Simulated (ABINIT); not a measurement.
Runs of ABINIT 10.8.3 (patched build) on Pt. The structure is cubic, space group Fm-3m (No. 225). Conventional cell: a = 3.922 Å, b = 3.922 Å, c = 3.922 Å, α = 90.00°, β = 90.00°, γ = 90.00°. Pt (site symmetry m-3m) is surrounded by 12 Pt at 2.77 Å. 

```csv
task,level,potentials or basis,spin,k mesh,cutoff (eV),fine-grid cutoff,dispersion computed by,mesh quality,gap on the mesh (eV),pressure (GPa),V0 of scaled cells (Å³/atom),B0 (GPa)
band structure,PBEsol,PseudoDojo NC SR PBEsol v0.4 stringent,off,12 × 12 × 12,1143,-,-,not flagged,none,-1.2,-,-
equation of state,PBEsol+D4,JTH PAW PBE v2.0,off,12 × 12 × 12,435,870.764 eV,dftd4 4.3.1,not flagged,-,-,14.90,306
band structure,SOGGA,JTH PAW PBE v2.0,"SOC, no magnetisation",12 × 12 × 12,435,870.764 eV,-,not flagged,none,(b),-,-
equation of state,PBEsol+D3(BJ),JTH PAW PBE v2.0,off,12 × 12 × 12,435,870.764 eV,simple-dftd3 1.7.0,not flagged,-,-,14.72,325
single point,PBEsol,JTH PAW PBE v2.0,off,5 × 5 × 5,435,870.764 eV,-,coarse,none,5.9,-,-
equation of state,AM05+D4,JTH PAW PBE v2.0,off,12 × 12 × 12,435,870.764 eV,dftd4 4.3.1,not flagged,-,-,14.80,(a)
equation of state,RPBE+D3,JTH PAW PBE v2.0,off,12 × 12 × 12,435,870.764 eV,simple-dftd3 1.7.0,not flagged,-,-,15.37,239
single point,r2SCAN,JTH PAW PBE v2.0,off,10 × 10 × 10,517,1034.03 eV,-,not flagged,none,6.2,-,-
band structure,rPW86PBE,JTH PAW PBE v2.0,off,12 × 12 × 12,435,870.764 eV,-,not flagged,none,26.2,-,-
equation of state,BLYP+D3,JTH PAW PBE v2.0,off,12 × 12 × 12,435,870.764 eV,-,not flagged,-,-,15.37,249
```

Alike in all rows: cell as given; smearing fermi-dirac 0.05 eV.

**Question.** Estimate the missing entries.

**Answer.** (a) 304; (b) -2.5.

Caveats: some runs use coarse meshes; the PAW data sets were made with another functional, which shifts forces and pressure a little (some runs); pressures at fixed basis lie under the slope of the energies (some runs); spin-orbit coupling is left out, which moves the levels of the heavy elements (some runs); so large a pressure means that the cell lies far from this level's equilibrium, or that cutoff or potentials fall short (some runs); the potentials were made for another functional, which shifts forces and pressure (some runs).

A k mesh can miss the band edges, and rows without SOC leave out spin-orbit coupling on Pt.

A gap of «none» marks a metal or a gap under the smearing width.

The runs don't all hold the same shells in valence.
